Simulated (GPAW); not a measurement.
Crystal: Ir.

```
Ir
1.0
     0.00000    1.91560    1.91560
     1.91560    0.00000    1.91560
     1.91560    1.91560    0.00000
Ir
1
Direct
  0.00000 0.00000 0.00000
```

* Program: GPAW 26.7.0
* Task: single point
* Functional: PBE
* Potentials or basis: GPAW PAW data sets (gpaw-data 1.2.1)
* Cutoff: 600 eV
* Basis: pw
* k mesh: 12 × 12 × 12
* Occupations: fermi-dirac, width 0.05 eV
* Spin: no spin polarisation

On this cell: pressure 9.9 GPa; band gap on the k mesh none (metal or under the smearing width).

The same run follows on a disturbed copy (cell strained at random at fixed volume):

```
Ir
1.0
    -0.00903    1.95837    1.93892
     1.89839    0.02290    1.90699
     1.89968    1.92773    0.02161
Ir
1
Direct
  0.99766 0.99684 0.98575
```

Q: What does the disturbed cell give?

A: The energy (extrapolated to zero smearing) moves by +12.9 meV/atom; pressure 10.2 GPa; band gap on the k mesh none (metal or under the smearing width).

Stress tensor (GPa, compression positive):
```
12.42  1.25  1.75
 1.25  7.09 -8.39
 1.75 -8.39 11.19
```
